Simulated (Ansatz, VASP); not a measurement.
# One calculation of Cu, two programs

```
Cu
1.0
     0.00000    1.75666    1.75666
     1.75666    0.00000    1.75666
     1.75666    1.75666    0.00000
Cu
1
Direct
  0.00000 0.00000 0.00000
```

Alike in both runs: functional r2SCAN; k mesh 20 × 20 × 20; occupations gaussian, width 0.1 eV; no spin polarisation.

Ansatz relaxed the structure, and its values are those at the end. VASP's run is a single point on that final structure, the one shown.

|  | VASP | Ansatz |
| --- | --- | --- |
| version | VASP 6.6.1 | Ansatz 0.2.0 |
| potentials or method | VASP PAW PBE potentials, release 64 (Cu) | scalar-relativistic, plane waves, PAW |
| plane-wave cutoff (eV) | 520 | 500 |
| valence electrons in the cell | 11 | 19 |

```csv
,VASP,Ansatz,Ansatz less VASP
gap on the k mesh at the Fermi level (eV),none,none,-
pressure (GPa),10.7,10.0,-0.75
```

A gap of «none» marks a metal or a gap that the smearing closes. With one functional, cell and mesh, what is left measures potentials, basis and numerics. The two sets of potentials don't hold the same shells in valence.

Caveats: the PAW data sets were made with another functional, which shifts forces and pressure a little (VASP).
